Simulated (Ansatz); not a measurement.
# Al2O3 (Corundum): how G0W0 depends on its starting point, part 2 of 2

Aim: G0W0 for Al2O3 (Corundum) on several starting functionals, at one mesh, band count and screening cutoff.

Ansatz 0.2.0; G0W0 on several functionals, plane waves, PAW. Known limits of the many-body steps: not at the basis limit.

So far. Step 2 (G0W0 on PBE): The gap on the mesh goes from 6.22 eV to 8.97 eV, a correction of +2.75 eV. Between the two edge states, bare exchange in place of the xc potential would open the gap by 10.78 eV, and correlation takes back 8.02 eV.

In doubt: masses and optical values from hybrid runs of this build are listed as unsure (step 4), which bears on the screening that GW takes from such a start.

## Step 3: G0W0 on r2SCAN

One-shot GW remembers its start. Another functional's orbitals and levels show by how much.

This step: G0W0 on r2SCAN, plane waves, PAW.

Contents of input.yaml:

```yaml
crystal:
  lattice:
    - [2.38025, 1.3742379782, 4.3318666667]
    - [-2.38025, 1.3742379782, 4.3318666667]
    - [0.0, -2.7484759565, 4.3318666667]
  atoms:
    - { symbol: Al, position: [0.35216, 0.35216, 0.35216] }
    - { symbol: Al, position: [0.14784, 0.14784, 0.14784] }
    - { symbol: Al, position: [0.64784, 0.64784, 0.64784] }
    - { symbol: Al, position: [0.85216, 0.85216, 0.85216] }
    - { symbol: O, position: [0.55668, 0.94332, 0.25] }
    - { symbol: O, position: [0.25, 0.55668, 0.94332] }
    - { symbol: O, position: [0.94332, 0.25, 0.55668] }
    - { symbol: O, position: [0.44332, 0.05668, 0.75] }
    - { symbol: O, position: [0.75, 0.44332, 0.05668] }
    - { symbol: O, position: [0.05668, 0.75, 0.44332] }
kpoints:
  mp_grid: { grid: [4, 4, 4] }
hamiltonian:
  xc: r2scan
scf:
  occupations: { method: fixed }
gw:
  n_empty_bands: 466
  ecut_chi: 180.0
  qp_bands: [v3, c3]
  qp_kpoints: band_edges
  screening: { model: contour_deformation }
```

On the command line:

```bash
> ansatz run input.yaml --threads 3 --pin off --max-ram 92160MiB --backend cuda --events-out ev --progress --plain --runs-dir out --devices 1 --max-vram 13GiB  # rebuilt from the run's record
```

Numbers of over 12 decimals in the logs are rounded to 6 here.

The program printed:

```text
GPUs: using 1 of 1 available (devices: 1).
[...]
GPU FFT provider: cuFFT
GPU libraries: cuBLAS 13.8.2, cuFFT 12.4.0, cuSOLVER 12.3.4
Crystal: 10 atoms, lattice volume = 85.018 Å³
Basis set: ecut = 500 eV, 2169 PW (Γ), exchange–correlation on 160×160×160 points (64 copies of the dense FFT grid, shifted against one another)
Bands: 34, of which v1, the nominal top of the filled ones, is band 24 counted from 1 (23 counted from 0)
Symmetry: 12 space group operations
[...]
k-points: 13 of 64
[...]
GPU buffer pool allocated for 64000 grid points (all kernels)
[...]
SCF iter   1: F=—  HF=-5590.107227 eV  |F-HF|=—  |Δ(HF+E_count)|=         —  Δρ=8.10e-3  dr2=5.26e-2  dr2_τ=6.28e-1  ethr=1.77e-3  ⟨swp⟩=5.5  Hψ=1849  notcnv=0  defer=92
[...]
SCF iter   7: F=-5590.625833 eV  HF=-5590.625833 eV  |F-HF|=4.49e-8  |Δ(HF+E_count)|=   1.16e-6  Δρ=9.61e-6  dr2=7.91e-8  dr2_τ=1.53e-9  ethr=2.08e-10  ⟨swp⟩=11.5  Hψ=2597  notcnv=0
SCF 1 converged in 7 iterations: F = -5590.625833 eV  dr2 = 7.91e-8
[...]
NSCF: frozen V_eff on 13 k-points
[...]
G₀W₀ screening: q 1/13
[... further progress lines ...]
[...]
SCF converged after 7 iterations
Free energy (F): -5590.625833 eV
[...]
Internal energy: -5590.625833 eV  (E = F + TS)
E sigma→0 (E₀):  -5590.625833 eV
Fermi energy:    7.348932 eV
[...]
--- Band table (eV; the first three rows and the last of 13) ---
  k-point 0: bands = [... 20 lower, 6.8211, 7.2909, 7.2909, 7.3489, 14.4634, 17.4778, 19.2783, 19.9547, ... 6 higher]
  k-point 1: bands = [... 20 lower, 6.5523, 6.8790, 7.1775, 7.2252, 15.7266, 18.4900, 18.5071, 19.0974, ... 6 higher]
  k-point 2: bands = [... 20 lower, 6.4067, 6.4067, 7.0558, 7.0558, 17.7659, 17.7659, 18.0440, 18.0440, ... 6 higher]
  k-point 12: bands = [... 20 lower, 6.9425, 6.9425, 6.9425, 6.9425, 16.9595, 16.9595, 19.5014, 19.5014, ... 6 higher]
[...]
0    22      7.2909   -27.0254     3.8918   -21.8889  0.8198     6.0373     6.0462  root
     0    23      7.2909   -27.0254     3.8918   -21.8889  0.8198     6.0373     6.0462  root
     0    24      7.3489   -26.9660     3.8543   -21.8740  0.8203     6.1026     6.1113  root
     0    25     14.4634   -10.9514    -3.8645   -15.8860  0.8613    15.5379    15.5335  root
     0    26     17.4778    -7.6885    -4.2139   -12.8386  0.8664    18.4178    18.4140  root
     0    27     19.2783    -9.7148    -4.4337   -15.4084  0.8580    20.5459    20.5382  root
     1    22      6.8790   -26.5842     4.0252   -21.2251  0.8174     5.5341     5.5451  root
     1    23      7.1775   -26.8541     3.9421   -21.6339  0.8190     5.8897     5.8993  root
[...]
12    24      6.9425   -26.7850     3.9754   -21.5022  0.8185     5.6249     5.6351  root
    12    25     16.9595   -10.0971    -4.1417   -15.3855  0.8559    18.1120    18.1061  root
    12    26     16.9595   -10.0971    -4.1417   -15.3855  0.8559    18.1120    18.1061  root
    12    27     19.5014    -6.9009    -4.3727   -12.2010  0.8668    20.4330    20.4289  root
```

Elapsed: 20 s, on 1 × NVIDIA H100 80GB HBM3 (shared by 6 runs) with 3 threads of AMD EPYC 7R13 (Zen 3), shared host; peak memory 1.9 GiB.

Numbers from this step:

```
bands summed                                 : 490
RPA ε∞ on this mesh (eigenvalues)            : 2.814, 2.842, 2.842
plane waves in the screening matrix          : 465
q-points in the mesh                         : 64
G0W0 gap on the mesh                         : 9.422 eV
k of the valence top                         : 0, 0, 0
k of the conduction bottom                   : 0, 0, 0
starting gap on the mesh                     : 7.114 eV
Z at the valence top                         : 0.8203
Z at the conduction bottom                   : 0.8613
least direct G0W0 gap on the computed points : 9.422 eV
```

Against the run with 4×4×4 mesh, 466 empty bands, screening to 180 eV on PBE, the gap moves by +0.45 eV, while the start moved by +0.90 eV.

## Step 4: G0W0 on HSE06

This step: G0W0 on HSE06, plane waves, PAW.

Edit input.yaml of step 3 so:

```diff
@@ -19,3 +19,3 @@
 hamiltonian:
-  xc: r2scan
+  xc: hse06
 scf:
```

The program printed:

```text
GPUs: using 1 of 1 available (devices: 1).
[...]
davidson cushion auto → on  (no smearing: the cushion is to keep the highest requested band from converging to the state above it; pin scf.eigensolver.cushion to override)
[...]
GPU FFT provider: cuFFT
GPU libraries: cuBLAS 13.8.2, cuFFT 12.4.0, cuSOLVER 12.3.4
Crystal: 10 atoms, lattice volume = 85.018 Å³
Basis set: ecut = 420 eV, 1653 PW (Γ)
[...]
1    22      5.9524   -26.5686     3.7776   -22.0488  0.8288     5.2074     5.2103  root
     1    23      6.2831   -26.8302     3.7015   -22.4174  0.8303     5.5693     5.5719  root
[...]
12    24      6.0374   -26.7573     3.7302   -22.2943  0.8299     5.3020     5.3047  root
    12    25     17.1011    -9.9867    -4.0593   -15.0859  0.8650    18.1452    18.1410  root
    12    26     17.1011    -9.9867    -4.0593   -15.0859  0.8650    18.1452    18.1410  root
    12    27     19.5536    -6.8958    -4.2916   -12.1355  0.8755    20.5053    20.5016  root
[key lines of the parts left out:]
Free energy (F): -5570.993534 eV
Fermi energy:    6.471765 eV
```

The job ended after 58 s (1 × NVIDIA H100 80GB HBM3 (shared by 6 runs) with 3 threads; peak memory 2 GiB; 80 s of CPU time).

This step gave:

- bands summed: 490
- RPA ε∞ on this mesh (eigenvalues): 2.694, 2.715, 2.715
- plane waves in the screening matrix: 465
- G0W0 gap on the mesh: 9.774 eV
- k of the valence top: 0, 0, 0
- k of the conduction bottom: 0, 0, 0
- starting gap on the mesh: 8.080 eV
- least direct G0W0 gap on the computed points: 9.774 eV

Against the run with 4×4×4 mesh, 466 empty bands, screening to 180 eV on r2SCAN, the gap moves by +0.35 eV, while the start moved by +0.97 eV.

## Step 5: The starts together

All on the 4×4×4 mesh with 466 empty bands and screening to 180 eV. Times are wall times on 1 × NVIDIA H100 80GB HBM3 (shared by 6 runs) with 3 threads of AMD EPYC 7R13 (Zen 3), shared host, good to a factor of about two.

```
 start  starting gap (eV)  shift (eV)  G0W0 gap (eV)  RPA ε∞ (harmonic mean)  Z (valence, conduction)  time
   PBE               6.22       +2.75           8.97                    3.08               0.81, 0.85  29 s
r2SCAN               7.11       +2.31           9.42                    2.83               0.82, 0.86  20 s
 HSE06               8.08       +1.69           9.77                    2.71               0.83, 0.87  58 s
```

How the two edges are built up, in eV (the quasiparticle level is the starting level plus Σx plus Σc less Vxc):

```
   run               edge  start      Σx     Σc     Vxc     Z     QP
   PBE        valence top   7.75  -26.91   4.05  -21.39  0.81   6.27
   PBE  conduction bottom  13.97  -11.38  -3.97  -16.63  0.85  15.24
r2SCAN        valence top   7.35  -26.97   3.85  -21.87  0.82   6.11
r2SCAN  conduction bottom  14.46  -10.95  -3.86  -15.89  0.86  15.53
 HSE06        valence top   6.47  -26.95   3.62  -22.65  0.83   5.79
 HSE06  conduction bottom  14.55  -10.94  -3.80  -15.75  0.87  15.57
```

For a hybrid start, Vxc holds its share of exact exchange.

## Step 6: Results

| Quantity | Value |
| --- | --- |
| G0W0@PBE | 8.97 eV (start 6.22 eV) |
| G0W0@r2SCAN | 9.42 eV (start 7.11 eV) |
| G0W0@HSE06 | 9.77 eV (start 8.08 eV) |
| known limits | not at the basis limit |

In words: The starting gaps span 1.86 eV and the G0W0 gaps 0.80 eV. Between PBE and HSE06, 0.80 eV of the 1.86 eV survives, 43 %. HSE06 screens less than PBE (ε∞ 2.71 against 3.08). Of the 0.80 eV by which its G0W0 gap is higher, the correlation part gives +0.60 eV, and exchange with the one-particle terms, which follow the orbitals, +0.20 eV. The smallest correction, +1.69 eV, is on HSE06, the start nearest to reproducing itself. Bands and cutoff are finite, so the gap is not at the basis limit. The miss can reach some tenths of an eV and take either sign; the mesh is an error of its own.

[Paths, hosts, dates, memory and timing lines, banners, echoed tables and standing remarks are left out of the program output.]

[Logs are printed without paths, hosts, clocks, repeated set-up lines and the standing remarks that a program may print on its own settings, such as how far it seeks lower states.]

[Runs of the session that timed out or met a known fault of the program may be left out.]

[Cells called generated may have been cut or substituted from an entry of the Crystallography Open Database or the Materials Project.]

[Hosts, paths, dates, database ids (printed as entryN), source tags and the programs' standing remarks are cut or masked in the printed files.]
